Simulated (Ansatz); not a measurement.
MoP:

```
CELL_PARAMETERS angstrom
3.22300 0.00000 0.00000
-1.61150 2.79120 0.00000
0.00000 0.00000 3.19100
ATOMIC_POSITIONS crystal
Mo 0.00000 0.00000 0.00000
P 0.33333 0.66667 0.50000
```

```yaml
Program: Ansatz 0.2.0
Task: relaxation of cell and atoms
Functional: revPBE
Dispersion: D3(BJ)
Potentials_or_basis: Ansatz PAW
Cutoff: "420 eV (not typed: the program's choice for these potentials)"
k_mesh: 10 × 10 × 8
Occupations: fermi-dirac, width 0.05 eV
Spin: no spin polarisation
```

At the start: volume 14.35 Å³/atom.

Q: Where does the relaxation end?

A: It ends after 5 steps and the volume is 13.77 Å³/atom (-4.1 %); space group P-6m2 (No. 187, to 0.05 Å).

The path:
```
step  energy change (eV)  largest force (eV/Å)  volume (Å³)
   1              0.0000                0.0000        28.71
   2             -0.0266                0.0000        27.13
   3             -0.0352                0.0000        27.56
   4             -0.0353                0.0000        27.54
   5             -0.0349                0.0000        27.54
```

Final structure:
```yaml
crystal:
  lattice:
    - [3.17096, 0.00000, 0.00000]
    - [-1.58548, 2.74614, 0.00000]
    - [0.00000, 0.00000, 3.16239]
  atoms:
    - { symbol: Mo, position: [0.00000, 0.00000, 0.00000] }
    - { symbol: P, position: [0.33333, 0.66667, 0.50000] }
```

Caveat: the plane-wave basis is chosen anew once the cell has moved, so the energies of steps on either side of that aren't comparable; the PAW data sets come from PBE, with cores solved anew for the run's functional, which leaves a small shift of forces and pressure.
